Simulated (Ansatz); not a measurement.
**A computed series for Ti3SiC2: response to strain**

Base system: Ti₃SiC₂ (space group P6_3/mmc, No. 194; a = 3.0728 Å, c = 17.7228 Å).

Strains are applied to the cell and any free atomic positions relax.

The values are results of PBE in Ansatz (plane waves to 420 eV, PAW, scalar-relativistic without spin-orbit coupling), not measurements.

Notes on the quantities. pressure: mean of the normal stresses, compression positive.

```
isotropic strain (%)  pressure (GPa)
--------------------  --------------
-5.27                           42.1
-2.62                              ?
0                                0.0
1.22                            -6.2
2.45                           -11.4
```

### Question
Fit P = P₀ − Bδ + Cδ² with δ = (1 + ε)³ − 1 to the rows shown and predict the withheld row.

### Answer
Least squares on the printed values gives P₀ = 0.1 GPa, B = 195 GPa (at held cell shape), C = 570 GPa (largest residual 0.1 GPa); this predicts 18.3 GPa, and the run gives 17.4 GPa, 0.9 lower.

Whether these cells are dynamically stable was not tested. The final runs are not spin-polarised.

Ansatz is an electronic-structure program.
